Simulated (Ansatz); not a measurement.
**Be: from a trial structure to a relaxed crystal**

Method: Ansatz, DFT PBE, scalar-relativistic, plane waves, PAW. Cutoff 420 eV, Γ-centred k mesh, Gaussian smearing, no spin polarisation in the final step.

A relaxed cell is given with its space group left out.

```xyz
2
Lattice="0.0000 1.9661 3.7721 1.0842 0.0000 3.7721 1.0842 1.9661 0.0000" Properties=species:S:1:pos:R:3 pbc="T T T"
Be    1.6263    2.9492    5.6581
Be    1.0842    1.9661    3.7721
```

Energies count from the standard state of Be at the same level.

Question: What space group does it have?

Answer: Fddd (No. 70). Conventional cell: a = 2.168 Å, b = 3.932 Å, c = 7.544 Å. Be is coordinated by 10 Be at 2.17–2.25 Å and 4 Be at 2.68 Å.

Question: How far above the standard state of Be does it lie?

Answer: 0.19 eV/atom.

Question: Is it a metal?

Answer: Yes, bands cross the Fermi level on the 28×28×28 mesh.

The final run used a 28×28×28 mesh on its 2-atom cell and 0.10 eV smearing. The k mesh leaves about 4 meV/atom of noise in metals. The cell came from a trial start, so Be may not exist in this structure.